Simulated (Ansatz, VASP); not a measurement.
One calculation of AlN, two programs

File INCAR:

```
SYSTEM = AlN
PREC = Accurate ; ENCUT = 520
EDIFF = 1E-7 ; ISMEAR = -1
SIGMA = 0.02 ; LREAL = .FALSE.
LASPH = .TRUE. ; NELM = 60
ALGO = Normal ; ISIF = 2
LWAVE = .FALSE. ; LCHARG = .FALSE.
GGA = PE ; NBANDS = 11
```

The input KPOINTS:

```
regular mesh
0
G
  10 10 10
  0 0 0
```

The input POSCAR:

```
AlN
1.0
    0.0000000000      2.0974813560      2.0974813560
    2.0974813560      0.0000000000      2.0974813560
    2.0974813560      2.0974813560      0.0000000000
Al N
1 1
Direct
    0.0000000000      0.0000000000      0.0000000000
    0.2500000000      0.2500000000      0.2500000000
```

Input for Ansatz:

```yaml
crystal:
  lattice:
    - [0.0, 2.097481356, 2.097481356]
    - [2.097481356, 0.0, 2.097481356]
    - [2.097481356, 2.097481356, 0.0]
  atoms:
    - { symbol: Al, position: [0.0, 0.0, 0.0] }
    - { symbol: "N", position: [0.25, 0.25, 0.25] }
kpoints:
  mp_grid: { grid: [10, 10, 10] }
  band_path:
    path:
      - [0.0, 0.0, 0.0]
      - [-0.5, -0.5, 0.0]
      - [-0.375, -0.375, 0.25]
      - [-0.375, 0.0, 0.375]
      - [0.0, 0.0, 0.5]
      - [-0.5, -0.25, 0.25]
      - [-0.057292, 0.0, 0.057292]
      - [0.0, 0.5, 0.5]
    npoints: 1
hamiltonian:
  xc: pbe
scf:
  occupations: { method: fermi_dirac, width: 0.02 }
  n_extra_bands: 4
output:
  forces: true
  stress: true
  eigenvalues: true
```

Change from the starting cell: hydrostatic strain -4.0%.

Alike in both runs: task single point; functional PBE; k mesh 10 × 10 × 10; occupations fermi-dirac, width 0.02 eV; no spin polarisation.

|  | VASP | Ansatz |
| --- | --- | --- |
| version | VASP 6.6.1 | Ansatz 0.2.0 |
| potentials or method | VASP PAW PBE potentials, release 64 (Al, N) | plane waves, PAW |
| plane-wave cutoff (eV) | 520 | 420 |
| valence electrons in the cell | 8 | 8 |

VASP gave:

* gap on the k mesh at the Fermi level (eV): 3.37
* pressure (GPa): 37.0

Problem. Estimate Ansatz's values.

Solution. gap on the k mesh at the Fermi level (eV): 3.38; pressure (GPa): 37.1.

Caveats: so large a pressure means that the cell lies far from this level's equilibrium, or that cutoff or potentials fall short (VASP). A k mesh can miss the band edges.
